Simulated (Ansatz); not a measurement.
A relaxation computed with Ansatz, from input to last step.

```yaml
crystal:
  lattice:
    - [-1.6357468009, 1.6357468009, 1.6357468009]
    - [1.6357468009, -1.6357468009, 1.6357468009]
    - [1.6357468009, 1.6357468009, -1.6357468009]
  atoms:
    - { symbol: Au, position: [0.0, 0.0, 0.0] }
basis:
  ecutwfc: 420
kpoints:
  mp_grid: { grid: [18, 18, 18] }
hamiltonian:
  xc: pbe
scf:
  occupations: { method: gaussian, width: 0.1 }
output:
  forces: true
  stress: true
  eigenvalues: true
relax:
  adjacent_minimum: "off"
  f_tol: 0.008
  max_steps: 50
  cell: { stress_tol: 0.08, p_target: 4.0 }
```

```bash
ansatz run input.yaml --threads 1 --pin off --max-ram 2560MiB --backend cpu --events-out ev --progress --plain --runs-dir out
```

Method: Ansatz, DFT PBE, scalar-relativistic, plane waves, PAW.

Of 4 frames 3 are shown, positions in Å and forces in eV/Å; the SCF threshold varies from step to step. Steps run on the plane waves of an earlier cell, with a Pulay correction in the pressure. The basis is chosen afresh for the last frame, the zero of the energies, and at times for earlier ones too; energy and pressure step there, also at an unchanged geometry. The relaxation lowers the enthalpy F + PV at the target pressure, so the free energy itself can rise. The mark taken_back stands on steps that the optimiser undid.

```xyz
1
Lattice="-1.6357 1.6357 1.6357 1.6357 -1.6357 1.6357 1.6357 1.6357 -1.6357" Properties=species:S:1:pos:R:3:forces:R:3 pbc="T T T" step=1 free_energy_over_end_meV_per_atom=0.36 pressure_GPa=4.13
Au    0.0000    0.0000    0.0000    0.0000    0.0000    0.0000
1
Lattice="-1.6370 1.6370 1.6370 1.6370 -1.6370 1.6370 1.6370 1.6370 -1.6370" Properties=species:S:1:pos:R:3:forces:R:3 pbc="T T T" step=2 free_energy_over_end_meV_per_atom=-0.62 pressure_GPa=3.75 taken_back
Au    0.0000    0.0000    0.0000    0.0000    0.0000    0.0000
1
Lattice="-1.6362 1.6362 1.6362 1.6362 -1.6362 1.6362 1.6362 1.6362 -1.6362" Properties=species:S:1:pos:R:3:forces:R:3 pbc="T T T" step=4 free_energy_over_end_meV_per_atom=0.00 pressure_GPa=4.00
Au    0.0000    0.0000    0.0000    0.0000    0.0000    0.0000
```

It took 10 s on 1 thread of AMD EPYC 7R43 64-Core Processor (Zen 3), on a shared host, peak memory 0.39 GiB.

Spin–orbit coupling is left out, which can shift energies with elements as heavy as these.